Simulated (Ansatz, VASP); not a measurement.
## BeTe: VASP beside Ansatz

POSCAR

```
BeTe
1.0
    0.0000000000      2.7700000000      2.7700000000
    2.7700000000      0.0000000000      2.7700000000
    2.7700000000      2.7700000000      0.0000000000
Te Be
1 1
Direct
    0.7500000000      0.7500000000      0.7500000000
    0.0000000000      0.0000000000      0.0000000000
```

INCAR.step1

```
SYSTEM = BeTe
  PREC = Accurate
  ENCUT = 520
  EDIFF = 1E-5
  ISMEAR = -1
  SIGMA = 0.05
  LREAL = .False.
  LASPH = .True.
  NELM = 80
  ALGO = Normal
  ISIF = 2
  LWAVE = .True.
  LCHARG = .False.
  MAGMOM = 0 0 0 0 0 0
  LORBIT = 11
  LSORBIT = .True.
  GGA_COMPAT = .False.
  GGA = PE
```

The input INCAR.step2:

```
SYSTEM = BeTe
  PREC = Accurate
  ENCUT = 520
  EDIFF = 1E-6
  ISMEAR = -1
  SIGMA = 0.05
  LREAL = .False.
  LASPH = .True.
  NELM = 80
  ALGO = Normal
  ISIF = 2
  LWAVE = .False.
  LCHARG = .False.
  MAGMOM = 0 0 0 0 0 0
  LORBIT = 11
  LSORBIT = .True.
  GGA_COMPAT = .False.
  GGA = PE
  LHFCALC = .True.
  AEXX = 0.25
  PRECFOCK = Fast
  HFRCUT = -1
  ISTART = 1
```

File KPOINTS:

```
Automatic mesh
0
Gamma
  4 4 4
  0 0 0
```

File input.yaml:

```yaml
crystal:
  lattice:
    - [0.0, 2.77, 2.77]
    - [2.77, 0.0, 2.77]
    - [2.77, 2.77, 0.0]
  atoms:
    - { symbol: Te, position: [0.75, 0.75, 0.75] }
    - { symbol: Be, position: [0.0, 0.0, 0.0] }
hamiltonian:
  xc: pbe0
  pseudopotentials: { kind: paw_fr }
magnetization:
  noncollinear: true
  spin_orbit: true
kpoints:
  mp_grid: { grid: [4, 4, 4] }
scf:
  occupations: { method: fermi_dirac, width: 0.05 }
output:
  forces: true
  stress: true
  eigenvalues: true
```

Alike in both runs: task single point; functional PBE0; k mesh 4 × 4 × 4; occupations fermi-dirac, width 0.05 eV; spin-orbit coupling, no magnetisation.

|  | VASP | Ansatz |
| --- | --- | --- |
| version | VASP 6.6.1 | Ansatz 0.2.0 |
| potentials or method | VASP PAW PBE potentials, release 64 (Te, Be) | Ansatz PAW |
| plane-wave cutoff (eV) | 520 | 420 |
| valence electrons in the cell | 8 | 18 |

|  | VASP | Ansatz | Ansatz less VASP |
| --- | --- | --- | --- |
| gap on the k mesh at the Fermi level (eV) | 2.90 | 2.90 | -0.001 |
| least direct gap on the mesh (eV) | 4.79 | 4.75 | -0.033 |
| pressure (GPa) | 3.6 | 3.8 | +0.19 |

The two sets of potentials don't hold the same shells in valence.

Caveats: the k mesh is coarse (spacing up to 0.49 Å⁻¹), so the values aren't converged, least of all with exact exchange; the PAW data sets were made with another functional, which shifts forces and pressure a little (VASP); the PAW data sets come from PBE, with cores solved anew for the run's functional, which leaves a small shift of forces and pressure (Ansatz); the thresholds are loose for stress (Ansatz).
